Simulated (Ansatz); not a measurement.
# Pb under changes of volume

One of the cells (29.314 Å³/atom); the others are scaled copies at fixed shape and fractional positions:

```xyz
2
Lattice="3.4800 0.0000 0.0000 -1.7400 3.0138 0.0000 0.0000 0.0000 5.5900" Properties=species:S:1:pos:R:3 pbc="T T T"
Pb    1.7400    1.0046    4.1925
Pb    0.0000    2.0092    1.3975
```

This isn't the form of Pb at room conditions, which is fcc.

* Program: Ansatz 0.2.0
* Functional: r2SCAN
* Potentials or basis: Ansatz PAW
* Cutoff: 500 eV (not typed: the program's choice for these potentials)
* k mesh: 9 × 9 × 5
* Occupations: fermi-dirac, width 0.05 eV
* Spin: no spin polarisation

```csv
volume (Å³/atom),energy over the lowest point (meV/atom),pressure (GPa)
27.555,66.78,6.9
28.141,44.25,5.4
28.727,27.01,4.1
29.314,?,?
29.900,6.18,1.8
30.486,1.50,0.9
31.073,0.00,0.1
```

What does the run at 29.314 Å³/atom give?

Energy over the lowest point 14.51 meV/atom; pressure 2.9 GPa.

Worked out: A Birch-Murnaghan fit of order 3 (a polynomial in V^(-2/3)) to the other rows has its minimum at 31.08 Å³/atom, just outside them, with B0 = V·E''(V) = 41 GPa and B' = 5.9 at fixed shape and positions, which overstates the stiffness. It gives 14.52 meV/atom at 29.314 Å³/atom, against the run's 14.51, and -dE/dV = 2.8 GPa, against 2.9.

Energies are extrapolated to zero smearing.

Caveats: the PAW data sets come from PBE, with cores solved anew for the run's functional, which leaves a small shift of forces and pressure.
